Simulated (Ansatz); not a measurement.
# ZnS: one atom moved over a plane

Aim: for ZnS, map the energy of atom 1 (Zn) over a plane.

Program: Ansatz 0.2.0. Level of theory: DFT r2SCAN, scalar-relativistic, plane waves, PAW. These are calculated values, not measurements.

**1. The starting structure**

The structure is cubic, space group F-43m (No. 216). The conventional cell has a = 5.409 Å, b = 5.409 Å, c = 5.409 Å, α = 90.00°, β = 90.00°, γ = 90.00°. Zn (site symmetry -43m) has 4 S at 2.34 Å in its first shell of neighbours. S (site symmetry -43m) has 4 Zn at 2.34 Å in its first shell of neighbours.

As a file:

```
CELL_PARAMETERS angstrom
0.00000 2.70465 2.70465
2.70465 0.00000 2.70465
2.70465 2.70465 0.00000
ATOMIC_POSITIONS crystal
Zn 0.00000 0.00000 0.00000
S 0.75000 0.75000 0.75000
```

The cell is taken as given, not relaxed at this level.

**2. The reference cell**

The reference gives a free energy of -4233.4491 eV, pressure -0.86 GPa, largest force 0.000 eV/Å and gap on the mesh 2.65 eV. It was computed beforehand with the settings of the runs below.

**3. Setting up one atom moved over a plane**

Atom 1 (Zn) is moved by p along (1.000, 0.000, 0.000) and q along (0.000, 1.000, 0.000) (Å), all else fixed; its images in the other cells move with it. Points alike by symmetry are run once.

**4. p = -0.300, q = -0.300**

Contents of input.yaml:

```yaml
crystal:
  lattice:
    - [0.0, 2.70465, 2.70465]
    - [2.70465, 0.0, 2.70465]
    - [2.70465, 2.70465, 0.0]
  atoms:
    - { symbol: Zn, position: [0.0, 0.0, -0.1109200821] }
    - { symbol: S, position: [0.75, 0.75, 0.75] }
basis:
  ecutwfc: 500
kpoints:
  mp_grid: { grid: [8, 8, 8] }
hamiltonian:
  xc: r2scan
scf:
  occupations: { method: gaussian, width: 0.05 }
output:
  forces: true
  stress: true
  eigenvalues: true
```

Launch:

```console
$ ansatz run input.yaml --threads 1 --pin off --max-ram 2560MiB --backend cpu --events-out ev --progress --plain --runs-dir out
```

**5. Point p = -0.300, q = 0.000**

input.yaml, as its differences from that of step 4:

```diff
@@ -6,3 +6,3 @@
   atoms:
-    - { symbol: Zn, position: [0.0, 0.0, -0.1109200821] }
+    - { symbol: Zn, position: [0.055460041, -0.055460041, -0.055460041] }
     - { symbol: S, position: [0.75, 0.75, 0.75] }
```

**6. Point p = -0.300, q = -0.150**

input.yaml, as its differences from that of step 5:

```diff
@@ -6,3 +6,3 @@
   atoms:
-    - { symbol: Zn, position: [0.055460041, -0.055460041, -0.055460041] }
+    - { symbol: Zn, position: [0.0277300205, -0.0277300205, -0.0831900616] }
     - { symbol: S, position: [0.75, 0.75, 0.75] }
@@ -20 +20,5 @@
   eigenvalues: true
+  write_density: true
+  write_potential: true
+  elf: true
+  volumetric_format: npy
```

**7. At p = -0.150, q = 0.000**

Contents of input.yaml:

```yaml
crystal:
  lattice:
    - [0.0, 2.70465, 2.70465]
    - [2.70465, 0.0, 2.70465]
    - [2.70465, 2.70465, 0.0]
  atoms:
    - { symbol: Zn, position: [0.0277300205, -0.0277300205, -0.0277300205] }
    - { symbol: S, position: [0.75, 0.75, 0.75] }
basis:
  ecutwfc: 500
kpoints:
  mp_grid: { grid: [8, 8, 8] }
hamiltonian:
  xc: r2scan
scf:
  occupations: { method: gaussian, width: 0.05 }
output:
  forces: true
  stress: true
  eigenvalues: true
```

**8. p = -0.150, q = -0.150**

input.yaml, as its differences from that of step 7:

```diff
@@ -6,3 +6,3 @@
   atoms:
-    - { symbol: Zn, position: [0.0277300205, -0.0277300205, -0.0277300205] }
+    - { symbol: Zn, position: [0.0, 0.0, -0.055460041] }
     - { symbol: S, position: [0.75, 0.75, 0.75] }
```

(Steps that only read results are left out.)

Before running it: what results should come out? Wanted: highest point; lowest point away from the origin.

**Answer**, as computed:

| quantity | value |
| --- | --- |
| highest point | 0.589 eV/cell at (p, q) = (-0.300, -0.300) |
| lowest point away from the origin | 0.063 eV/cell at (-0.150, 0.000) |

**Reading.** The undisturbed cell is the lowest computed point. Read as harmonic, the points at ±0.150 Å give force constants of 5.64 eV/Å² along p and 5.64 eV/Å² along q, so the site is nearly isotropic in this plane. The gap on the mesh runs from 2.56 to 2.65 eV over the map.

These are semilocal Kohn-Sham gaps, which aren't the measured quantity. Such gaps usually fall short of the measured ones.
